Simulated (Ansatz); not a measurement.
HfSi3O8 on the sites of monoclinic HfO2 (relaxed group P1), relaxed with r2SCAN. The symmetry is P1 (No. 1, triclinic); a = 4.345 Å, b = 4.873 Å, c = 5.321 Å, α = 99.6°, β = 96.3°, γ = 94.0° in the conventional setting, 9.16 Å³ an atom. Hf has 7 O at 2.00–2.43 Å; Si has 5 O at 1.67–1.81 Å; Si has 6 O at 1.67–1.90 Å; Si has 4 O at 1.62–1.70 Å; O has 1 Si at 1.67 Å and 1 Hf at 2.00 Å; O has 2 Si at 1.77–1.81 Å and 1 Hf at 2.05 Å; O has 2 Si at 1.70–1.85 Å and 1 Hf at 2.20 Å; O has 2 Si at 1.62–1.79 Å and 1 Hf at 2.43 Å (further sites aren't listed).

```cif
data_structure
_symmetry_space_group_name_H-M 'P1'
_symmetry_Int_Tables_number 1
_cell_length_a 4.3451
_cell_length_b 4.8730
_cell_length_c 5.3208
_cell_angle_alpha 99.577
_cell_angle_beta 96.342
_cell_angle_gamma 94.024
_cell_volume 109.96
loop_
_atom_site_label
_atom_site_type_symbol
_atom_site_symmetry_multiplicity
_atom_site_Wyckoff_symbol
_atom_site_fract_x
_atom_site_fract_y
_atom_site_fract_z
_atom_site_occupancy
Hf1 Hf 1 a 0.54864 0.30150 0.71970 1
Si1 Si 1 a 0.07320 0.78165 0.81793 1
Si2 Si 1 a 0.48234 0.73282 0.33971 1
Si3 Si 1 a 0.91574 0.25832 0.21227 1
O1 O 1 a 0.14928 0.44977 0.80601 1
O2 O 1 a 0.73721 0.64116 0.58996 1
O3 O 1 a 0.69974 0.50855 0.11859 1
O4 O 1 a 0.24905 0.41706 0.34360 1
O5 O 1 a 0.74076 0.07497 0.39766 1
O6 O 1 a 0.27254 0.86871 0.11646 1
O7 O 1 a 0.28665 0.91573 0.61182 1
O8 O 1 a 0.84485 0.04975 0.92626 1
```

3 runs of Ansatz 0.2.0 on this cell differ in the functional (and in the settings that go with it). Levels are in eV from each run's valence top; v1 is the last filled band, c1 the first empty one.

Run A, mean stress 0.0 GPa (compression positive):
```tsv
point	v5	v3	v1	c1	c2	c3
Γ	-1.49	-0.73	-0.05	5.40	5.94	6.43
X	-1.51	-0.89	-0.14	5.20	6.34	6.89
Y	-1.55	-0.95	-0.01	5.29	5.94	6.79
Z	-1.59	-1.14	-0.44	5.57	6.45	6.75
```

Run B, mean stress -0.9 GPa (compression positive):
```tsv
point	v5	v3	v1	c1	c2	c3
Γ	-1.50	-0.74	-0.05	6.64	7.09	7.73
X	-1.56	-0.89	-0.14	6.46	7.65	8.15
Y	-1.56	-0.96	-0.01	6.56	7.24	8.01
Z	-1.61	-1.16	-0.44	6.87	7.77	7.99
```

Run C, mean stress -0.9 GPa (compression positive):
```tsv
point	v5	v3	v1	c1	c2	c3
Γ	-1.50	-0.74	-0.05	7.41	7.86	8.51
X	-1.56	-0.89	-0.14	7.24	8.43	8.93
Y	-1.56	-0.96	-0.01	7.34	8.02	8.80
Z	-1.61	-1.17	-0.45	7.65	8.56	8.77
```

Q: Match the runs to r2SCAN, HSE06, PBE0.

A: A is r2SCAN, B is HSE06, C is PBE0. In order of the gap: r2SCAN 4.99, HSE06 6.21, PBE0 6.99 eV. The stress vanishes for r2SCAN, which relaxed the cell.

Values at 0 K without nuclear motion; spin polarisation is off, and the phase may be a hypothetical one.

Spin-orbit coupling is left out, which matters wherever the heavy atoms make up the band edges.

The program warns that its thresholds are loose for a hybrid's stress.

The meshes of the hybrids are coarse, so their gaps aren't converged to the digits shown.
